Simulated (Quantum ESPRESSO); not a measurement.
# PbS: energy against volume and a worked fit

```cif
data_structure
_symmetry_space_group_name_H-M 'Fm-3m'
_symmetry_Int_Tables_number 225
_cell_length_a 5.9315
_cell_length_b 5.9315
_cell_length_c 5.9315
_cell_angle_alpha 90.000
_cell_angle_beta 90.000
_cell_angle_gamma 90.000
_cell_volume 208.69
loop_
_atom_site_label
_atom_site_type_symbol
_atom_site_symmetry_multiplicity
_atom_site_Wyckoff_symbol
_atom_site_fract_x
_atom_site_fract_y
_atom_site_fract_z
_atom_site_occupancy
Pb1 Pb 4 a 0.00000 0.00000 0.00000 1
S1 S 4 b 0.50000 0.00000 0.00000 1
```

The cell was scaled at fixed shape and fractions and run with Quantum ESPRESSO, PseudoDojo 0.4.1 SR PBE standard, cutoff 762 eV; rev-vdW-DF2, k mesh 8 × 8 × 8 on the cell of 2 atoms, fermi-dirac occupations of 0.05 eV, no spin polarisation, no spin-orbit coupling. The potentials were made for PBE. Energies are those that the program minimises, any entropy of the smearing included.

```tsv
V (Å³/atom)	energy over the lowest row (meV/atom)
24.5206	33.44
25.0423	18.26
25.5641	?
26.0858	1.97
26.6075	0.00
27.1292	1.61
27.6509	6.44
```

Task: Fit the third-order Birch-Murnaghan form, give V0, B0 and B′, and predict the energy left open.

Result: With y = (V0/V)^(2/3), E = E0 + (9 V0 B0/16) [(y - 1)³ B′ + (y - 1)² (6 - 4y)]. Least squares through the rows shown give V0 = 26.6262 Å³/atom, E0 = 0.00 meV, B0 = 55.89 GPa (1 eV/Å³ = 160.218 GPa) and B′ = 4.15, with a largest miss of 0.01 meV. At V = 25.5641 the form with these constants gives 7.92 meV; the run gave 7.92 meV an atom. Measured volume: 26.15 Å³/atom (pmc:7248792, doi:10.3390/molecules25092097), so the fit lies +1.8 % from it. Measured modulus: 51 GPa (arxiv:cond-mat/0210013), so the fit lies +9.6 % from it. The runs are for a static lattice.

The energy rises faster on compression than on expansion: at equal steps either side of the lowest row it is 7.92 meV an atom at the smaller volume and 6.44 at the larger. Shortening the Pb-S contacts drives filled shells into each other, and this Pauli repulsion grows more steeply than the ionic and polar-covalent attraction. The positive B′ of 4.15 expresses the same stiffening under pressure. The recovered open point shows that the form interpolates well, but says nothing about the accuracy of the functional.

Against the measured values, the volume and the modulus are both too large. Simple underbinding would normally give a larger but softer crystal, so it can't explain both deviations. Thermal motion would probably expand the lattice and soften it, bringing the modulus closer to experiment but taking the volume further away. The good volume therefore probably owes something to the missing thermal expansion. Since only the cubic rock-salt arrangement was followed, the curve can't locate the known pressure-driven transition to an orthorhombic phase.
